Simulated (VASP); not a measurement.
A run of VASP 6.6.1 is set up as follows.

File INCAR:

```
PREC = Accurate
ENCUT = 600
EDIFF = 1E-8
ISMEAR = 0
SIGMA = 0.03
LREAL = False
LASPH = True
NELM = 80
ALGO = Normal
ISIF = 2
LWAVE = False
LCHARG = False
LEPSILON = True
```

Contents of KPOINTS:

```
regular mesh
0
Gamma
  9 9 5
```

POSCAR

```
ZnO                                     
1.0
    3.1939454854      0.0000000000      0.0000000000
   -1.5969727427      2.7660379287      0.0000000000
    0.0000000000     -0.0000000000      5.1644571060
  Zn              O             
     2     2
Direct
     0.3333333332999970    0.6666666667000030    0.5003271184878879
     0.6666666667000030    0.3333333332999970    0.0003271184878879
     0.6666666667000030    0.3333333332999970    0.3786828815121131
     0.3333333332999970    0.6666666667000030    0.8786828815121130
```

Potentials or basis: VASP PAW LDA potentials, release 64 (Zn, O).

Command:

```bash
$ cat potpaw_LDA.64/Zn/POTCAR potpaw_LDA.64/O/POTCAR > POTCAR
$ mpirun -np 1 vasp_std > vasp.out
```

What does it give for the electronic dielectric tensor (diagonal)?

5.83, 5.83, 5.66.

Estimate the Born charges (mean of the diagonal).

Zn +2.12; O -2.12 e.

What does it give for the band gap on the k mesh?

0.80 eV, direct.

Electronic dielectric tensor:
```
5.83 0.00 0.00
0.00 5.83 0.00
0.00 0.00 5.66
```

**Experimental background.**

From “Electronic structure of alkaline earth and post-transition metal oxides”, 2009, arxiv:0908.1581, for a bulk crystal of ZnO: band gap 3.37 eV.

Against the measured gap of ZnO, 3.37 eV (quoted in “Electronic structure of alkaline earth and post-transition metal oxides”, 2009, arxiv:0908.1581), the calculated 0.80 eV is off by -2.57 eV. So large a miss can be the level of theory's own, or it may mean another phase, state or a wrong row. The value is that of LDA, without temperature or zero-point motion. Semilocal functionals fall short of measured gaps as a rule.
